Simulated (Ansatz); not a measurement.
Take a crystal in which Rb has been replaced by K on all its sites, with the cell rescaled by a rough guess (in some cases also distorted within its space group) and nothing relaxed:

```
K
1.0
     0.00000    3.46214    3.46214
     3.46214    0.00000    3.46214
     3.46214    3.46214    0.00000
K
1
Cartesian
  0.0000 0.0000 0.0000
```

All numbers below come from DFT PBEsol, scalar-relativistic, plane waves, PAW in Ansatz 0.2.0.

Cutoff 420 eV; k points 10×10×10 on the computed 1-atom cell (Γ-centred); Gaussian smearing, width 0.10 eV; no spin polarisation.

Task: What pressure does the cell carry?

Result: The pressure is -0.4 GPa (positive in compression), so the cell would contract.

Task: Is it a metal on this mesh?

Result: Yes, a band crosses the Fermi level.

This fcc form isn't the element's structure at ambient conditions.